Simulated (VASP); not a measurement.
Input of a VASP 6.6.1 run:

Contents of INCAR:

```
ALGO = Normal
DIPOL = 0.5 0.5 0.500
EDIFF = 1E-6
ENCUT = 520
GGA = PE
IDIPOL = 3
ISIF = 2
ISMEAR = 1
KPAR = 2
LASPH = True
LCHARG = True
LDIPOL = True
LREAL = False
LVACPOTAV = True
LVHAR = True
LWAVE = False
NELM = 80
PREC = Accurate
SIGMA = 0.1
```

The input KPOINTS:

```
k-points
0
Gamma
  17 17 1
```

The input POSCAR:

```
Al                                      
1.0
    2.9124880100      0.0000000000      0.0000000000
    0.0000000000      2.9124880100      0.0000000000
    0.0000000000      0.0000000000     26.0333183600
  Al            
     4
Direct
     1.0000000000000000    0.0000000000000000    0.3806946882691983
     0.5000000000000000    0.5000000000000000    0.4609662754894892
     0.0000000000000000    0.0000000000000000    0.5390375945105113
     0.5000000000000000    0.5000000000000000    0.6193053117308015
```

Potentials or basis: VASP PAW PBE potentials, release 64 (Al).

Run with:

```console
$ cat potpaw_PBE.64/Al/POTCAR > POTCAR
$ mpirun -np 2 vasp_std > vasp.out
```

Question: What does it give for the work function of the upper face?

Answer: 4.35 eV.

Question: Estimate the work function of the lower face.

Answer: 4.35 eV.

Question: Predict the band gap on the k mesh.

Answer: None (metal or under the smearing width).

Question: What does it give for the largest force?

Answer: 0.185 eV/Å.

Forces in eV/Å, atoms in the order of the input:
```
Al   0.000  0.000  0.185
Al   0.000  0.000 -0.072
Al   0.000  0.000  0.072
Al   0.000  0.000 -0.185
```
